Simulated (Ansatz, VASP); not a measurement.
**B in VASP and in Ansatz**

```xyz
1
Lattice="1.8534 0.0000 0.0000 0.0000 1.8534 0.0000 0.0000 0.0000 1.8534" Properties=species:S:1:pos:R:3 pbc="T T T"
B     0.0000    0.0000    0.0000
```

Alike in both runs: task single point; functional BLYP; k mesh 18 × 18 × 18; occupations fermi-dirac, width 0.1 eV; no spin polarisation.

|  | VASP | Ansatz |
| --- | --- | --- |
| version | VASP 6.6.1 | Ansatz 0.2.0 |
| potentials or method | VASP PAW PBE potentials, release 64 (B) | plane waves (420 eV) with PAW, scalar-relativistic |
| plane-wave cutoff (eV) | 520 | 420 |
| valence electrons in the cell | 3 | 3 |

|  | VASP | Ansatz | Ansatz less VASP |
| --- | --- | --- | --- |
| pressure (GPa) | 21.2 | 21.1 | -0.18 |

Caveats: so large a pressure means that the cell lies far from this level's equilibrium, or that cutoff or potentials fall short (VASP); the potentials were made for another functional, which shifts forces and pressure (VASP).
